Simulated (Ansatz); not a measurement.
# AlN (P6_3/mmc) in Ansatz: reference runs

How does AlN come out in PBE? The cell is run as given and disturbed.

All numbers are computed with Ansatz 0.2.0; they aren't measurements. Logs are shortened: lines on timing, memory, paths and dates and some standing lists are left out, and cuts for length are marked.

## 1. The crystal as given

It takes space group P6_3/mmc (No. 194, hexagonal). Conventional cell: a = 3.312 Å, b = 3.312 Å, c = 4.188 Å, α = 90.00°, β = 90.00°, γ = 120.00°. Al (site symmetry -6m2) is surrounded by 5 N at 1.91 to 2.09 Å. Around N (site symmetry -6m2) lie 5 Al at 1.91 to 2.09 Å.

Measurements of this composition are mostly on another form, of space group No. 186.

## 2. Single point, PBE

The input, input.yaml:

```yaml
crystal:
  lattice:
    - [3.3121157418, 0.0, 0.0]
    - [-1.6560578709, 2.8683763727, 0.0]
    - [0.0, 0.0, 4.187563]
  atoms:
    - { symbol: Al, position: [0.6666666667, 0.3333333333, 0.25] }
    - { symbol: Al, position: [0.3333333333, 0.6666666667, 0.75] }
    - { symbol: "N", position: [0.6666666667, 0.3333333333, 0.75] }
    - { symbol: "N", position: [0.3333333333, 0.6666666667, 0.25] }
hamiltonian:
  xc: pbe
  pseudopotentials: { kind: paw }
kpoints:
  mp_grid: { grid: [9, 9, 7] }
scf:
  occupations: { method: fermi_dirac, width: 0.05 }
output:
  forces: true
  stress: true
  eigenvalues: true
  write_density: true
  write_potential: true
  elf: true
  volumetric_format: npy
```

Potentials or basis: Ansatz PAW.

Started as:

```bash
$ ansatz run input.yaml --threads 2 --pin off --max-ram 5120MiB --backend cpu --events-out ev --progress --plain --runs-dir out
```

Output:

```text
Warning: RAYON_NUM_THREADS=2 ignored (pool sized by the plan → 2); use --threads N
Engine: ansatz 0.2.0, x86_64-unknown-linux-gnu
Pseudopotentials: kind: paw
Pseudopotential: Al, paw, valence charge 3, recommended cutoff 420 eV (normal), Al.paw.azcp
Pseudopotential: N, paw, valence charge 5, recommended cutoff 420 eV (normal), N.paw.azcp
Functional definition: PBE
  parameter kappa = 0.804
  parameter beta = 0.06672455060314922
  exchange = pbe_x(kappa = kappa, mu = beta*pi^2/3)
  correlation = pbe_c(beta = beta)
Crystal: 4 atoms, lattice volume = 39.784 Å³
Basis set: ecut = 420 eV, 769 PW (Γ), exchange–correlation on 48×48×60 points (8 copies of the dense FFT grid, shifted against one another)
Bands: 12, of which v1, the nominal top of the filled ones, is band 8 counted from 1 (7 counted from 0)
Symmetry: 24 space group operations
Space group: P63/mmc (ITA 194), of the structure as read, at distance tolerance 3.4e-5 Å
k-points: 48 of 567
Non-local potential: Al, projectors of the file, l = 0: 2, l = 1: 2, l = 2: 1
Non-local potential: N, projectors of the file, l = 0: 2, l = 1: 2, l = 2: 1
PAW form: soft (Blöchl's): semilocal exchange-correlation on the pseudo side does not see the compensation charge
PAW one-centre angular grid: Al, 110 points (default); XC on 64 Gauss nodes
PAW one-centre angular grid: N, 110 points (default); XC on 64 Gauss nodes
Initial density: superposition of atomic densities (neutral atoms: chi_scale 0, normalization atom), corrected by the library's trained network
Initial wavefunctions: pseudopotential atomic-orbital guess
Functional: x = pbe(κ = 0.804, μ = 0.2195149727645171), c = pbe(β = 0.06672455060314922)
SCF iter   1: F=—  HF=-1848.054294 eV  |F-HF|=—  |Δ(HF+E_count)|=         —  Δρ=2.29e-3  dr2=1.62e-3  ethr=1.77e-3  ⟨swp⟩=5.9  Hψ=3782  notcnv=0
preconditioner: auto → none  [insulator: Δε(μ)=3.268 eV  Ē_g=13.508 eV  σ=0.050 eV  W_gap=1.00  n_scr=8 (ndim 8)  ℏωp=23.5 eV  f_vac=0.000  D(μ)=0.00/eV (n_scr^D=0)  ε∞_Penn≈4.0]
SCF iter   2: F=—  HF=-1848.054312 eV  |F-HF|=—  |Δ(HF+E_count)|=   1.73e-5  Δρ=8.90e-4  dr2=1.73e-4  ethr=1.01e-5  ⟨swp⟩=2.4  Hψ=1334  notcnv=0
SCF iter   3: F=—  HF=-1848.054348 eV  |F-HF|=—  |Δ(HF+E_count)|=   3.64e-5  Δρ=4.19e-4  dr2=2.75e-5  ethr=1.08e-6  ⟨swp⟩=2.1  Hψ=876  notcnv=0
SCF iter   4: F=—  HF=-1848.053865 eV  |F-HF|=—  |Δ(HF+E_count)|=   4.83e-4  Δρ=7.75e-5  dr2=8.95e-7  ethr=1.72e-7  ⟨swp⟩=2.6  Hψ=995  notcnv=0
iter 5 did not close the SCF: its close was put off for the readings that it lacked (scf_convergence_deferred on its scf_iter line)
SCF iter   5: F=-1848.053867 eV  HF=-1848.053867 eV  |F-HF|=2.46e-8  |Δ(HF+E_count)|=   1.98e-6  Δρ=8.76e-6  dr2=1.20e-8  ethr=5.60e-9  ⟨swp⟩=2.6  Hψ=1007  notcnv=0
SCF iter   6: F=-1848.053867 eV  HF=-1848.053867 eV  |F-HF|=1.13e-10  |Δ(HF+E_count)|=   2.70e-8  Δρ=5.34e-7  dr2=6.52e-11  ethr=7.48e-11  ⟨swp⟩=4.9  Hψ=3000  notcnv=0
SCF 1 converged in 6 iterations: F = -1848.053867 eV  dr2 = 6.52e-11
SCF converged after 6 iterations
Free energy (F): -1848.053867 eV
Harris-Foulkes:  -1848.053867 eV  (|F-HF|=1.13e-10)
Internal energy: -1848.053867 eV  (E = F + TS)
E sigma→0 (E₀):  -1848.053867 eV
Fermi energy:    10.630306 eV
--- Per-component energies (eV) ---
  E_band       = 40.471877
  E_kinetic    = 320.569571
  E_local      = -434.258551  (includes V_loc(G=0)·N_el)
  E_nonlocal   = 109.424919
  E_hartree    = 153.858564
  E_xc         = -204.364519
  E_vxc        = -216.982930  (∫ρ·V_xc dr)
  E_paw        = -1189.749366  (= ΣΔE_a)
  E_vpaw       = -45.998349  (= ΣTr[D̂ρ^β])
  E_aug_tail   = 0.000196  (compensation charges beyond the density's cutoff)
  E_ewald      = -603.534681
  E_smearing   = -0.000000  (= −TS)
  E_closure    = -0.000000  (closes the sum)
  Σ components = -1848.053867   (vs F -1848.053867, Δ=0.00e0)
--- Forces (eV/Å), atoms counted from 1 ---
  atom   1  Al     0.00000000     0.00000000     0.00000000
  atom   2  Al     0.00000000    -0.00000000    -0.00000000
  atom   3  N      0.00000000    -0.00000000    -0.00000000
  atom   4  N      0.00000000     0.00000000     0.00000000
  max |Σ_I F_I| component: 9.25e-18 eV/Å
--- Stress (GPa, compression-positive) ---
        0.337060      -0.000000      -0.000000
        0.000000       0.337060      -0.000000
       -0.000000      -0.000000       0.133344
  P = ⅓ Tr σ = 0.2692 GPa (2.692 kbar)
--- Band table (eV; the first three rows and the last of 48) ---
  k-point 0: bands = ["-7.7716", "-4.1631", "2.1474", "5.7341", "5.7341", "7.3880", "7.3880", "8.9995", "12.2584", "13.4156", "17.2536", "17.2536"]
  k-point 1: bands = ["-7.6477", "-4.4559", "2.5111", "5.8081", "5.8081", "7.3003", "7.3003", "8.4404", "12.7275", "13.6411", "17.1074", "17.1074"]
  k-point 2: bands = ["-7.2838", "-5.1520", "3.4257", "6.0200", "6.0200", "7.0552", "7.0552", "7.2680", "13.6274", "14.2082", "16.9824", "16.9824"]
  k-point 47: bands = ["-5.0506", "-5.0506", "2.2279", "2.2279", "3.4804", "4.3164", "8.0765", "8.0765", "15.7667", "15.8895", "17.0901", "17.0901"]
```

Wall time 2.3 s (2 threads of Intel Xeon at 2.70GHz, shared host); peak memory 0.33 GiB.

What came out:

- Free energy: -1848.0539 eV
- Pressure: 0.3 GPa
- Band gap on the k mesh: 3.26 eV, direct

Caveat: odd divisions of the mesh miss points on the zone boundary, where band edges often lie, so the gap on the mesh can be too wide; the pressure holds a Pulay correction of +0.5 GPa for the finite cutoff.

## 3. Single point, PBE (atoms moved at random, drawn with an rms of 0.05 Å)

The input, input.yaml:

```yaml
crystal:
  lattice:
    - [3.3121157418, 0.0, 0.0]
    - [-1.6560578709, 2.8683763727, 0.0]
    - [0.0, 0.0, 4.187563]
  atoms:
    - { symbol: Al, position: [0.669875, 0.3198, 0.252221] }
    - { symbol: Al, position: [0.32258, 0.671443, 0.754539] }
    - { symbol: "N", position: [0.673474, 0.338669, 0.749107] }
    - { symbol: "N", position: [0.332015, 0.680201, 0.245927] }
hamiltonian:
  xc: pbe
  pseudopotentials: { kind: paw }
kpoints:
  mp_grid: { grid: [9, 9, 7] }
scf:
  occupations: { method: fermi_dirac, width: 0.05 }
output:
  forces: true
  stress: true
  eigenvalues: true
```

Potentials or basis: Ansatz PAW.

Started as:

```bash
$ ansatz run input.yaml --threads 2 --pin off --max-ram 5120MiB --backend cpu --events-out ev --progress --plain --runs-dir out
```

Wall time 11 s (2 threads of Intel Xeon at 2.70GHz, shared host); peak memory 0.46 GiB.

The run converged. Its results:

```
Free energy            : -1847.9590 eV
Pressure               : 1.3 GPa
Largest force          : 1.443 eV/Å
Band gap on the k mesh : 3.25 eV, direct
```

Forces on the atoms (eV/Å):
```
Al  -0.690  1.267  0.030
Al   0.877  0.085 -0.091
N   -0.778 -0.174 -0.103
N    0.590 -1.179  0.164
```

Stress tensor (GPa, compression positive):
```
-1.78  5.10  0.01
 5.10  5.34  0.08
 0.01  0.08  0.38
```

Levels at points of the mesh, in eV from the valence-band top:
| k point | band 4 | band 5 | band 6 | band 7 | band 8 | band 9 | band 10 | band 11 | band 12 |
| --- | --- | --- | --- | --- | --- | --- | --- | --- | --- |
| (0.00, 0.00, 0.00) | -3.47 | -3.05 | -1.68 | -1.54 | 0.00 | 3.25 | 4.41 | 8.27 | 8.30 |

Caveat: odd divisions of the mesh miss points on the zone boundary, where band edges often lie, so the gap on the mesh can be too wide; the pressure holds a Pulay correction of +0.5 GPa for the finite cutoff. A k mesh can miss the band edges.
